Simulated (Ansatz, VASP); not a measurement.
One calculation of Pd, two programs

```xyz
2
Lattice="2.7837 0.0000 0.0000 -1.3918 2.4107 0.0000 0.0000 0.0000 4.6289" Properties=species:S:1:pos:R:3 pbc="T T T"
Pd    0.0000    1.6071    1.1572
Pd    1.3918    0.8036    3.4717
```

This isn't the form of Pd at room conditions, which is fcc.

Alike in both runs: task single point; functional PBE; k mesh 11 × 11 × 6; occupations fermi-dirac, width 0.05 eV; no spin polarisation.

```csv
,VASP,Ansatz
version,VASP 6.6.1,Ansatz 0.2.0
potentials or method,"VASP PAW PBE potentials, release 64 (Pd)",Ansatz PAW
plane-wave cutoff (eV),520,420
valence electrons in the cell,20,36
```

```csv
,VASP,Ansatz,Ansatz less VASP
gap on the k mesh at the Fermi level (eV),none,none,-
pressure (GPa),-1.6,-1.4,+0.26
largest component of the traceless stress (GPa),0.17,0.23,+0.062
```

A gap of «none» marks a metal or a gap that the smearing closes. The two sets of potentials don't hold the same shells in valence.
